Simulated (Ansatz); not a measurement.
Theory: DFT PBE, scalar-relativistic, plane waves, PAW (Ansatz 0.2.0). All cells share a 420 eV cutoff and Γ-centred k meshes spaced at most about 0.3 Å⁻¹ (about 0.25 or finer for metals, 2π included). No spin polarisation.

All energies are static (0 K, no zero-point motion).

Two forms of Cd2Te3 were relaxed alike.

A.

```
Cd Te
1.0
     4.62329    0.00000    0.00000
    -2.31164    4.00388    0.00000
     0.00000    0.00000    8.53020
Cd Te
2 3
Direct
  0.66667 0.33333 0.39363
  0.33333 0.66667 0.60637
  0.66667 0.33333 0.76118
  0.33333 0.66667 0.23882
  0.00000 0.00000 0.00000
```

B.

```
Cd Te
1.0
     6.23345    0.00000    0.00000
    -3.11673    5.39833    0.00000
     0.00000    0.00000    5.88678
Cd Te
2 3
Cartesian
  0.0000 0.0000 1.5710
  0.0000 0.0000 4.3158
  3.1167 0.0000 0.0000
  -1.5584 2.6992 0.0000
  1.5584 2.6992 0.0000
```

Problem. Which form is favoured at zero pressure, and by what margin per atom?

Solution. A is lower, by 195 meV/atom. A has space group P-3m1 (No. 164), 31.6 Å³/atom and no gap on its mesh; B has space group P6/mmm (No. 191), 39.6 Å³/atom and no gap. Counting Te atoms around Cd (those within 1.25 times the shortest such distance or 1.15 times the sum of covalent radii; the shortest distance is added where it is long for a bond), A has Cd 4 and B has Cd 6 from 3.5 Å. The denser one is the lower, and pressure would at first widen the difference. In A, Cd is surrounded by 4 Te at 2.98–3.14 Å and 3 Cd at 3.23 Å; Te on a site of symmetry 3m is surrounded by 4 Cd at 2.98–3.14 Å and 3 Te at 3.36 Å; around Te on a site of symmetry -3m lie 6 Te at 3.36 Å. In B, around Cd lie 1 Cd at 2.74 Å, 1 Cd at 3.14 Å and 6 Te at 3.49 Å; Te has 4 Te at 3.12 Å and 4 Cd at 3.49 Å. Both come from invented guesses. The lowest form computed isn't among them: it has space group P-3m1 (No. 164), 29.8 Å³/atom and lies 108 meV/atom below the best shown.

These runs have no spin–orbit coupling, which can matter for Te. Cells relaxed within their symmetry can be saddle points. Some structure types and database cells were kept out of the candidates from the start, so a known form may be missing.
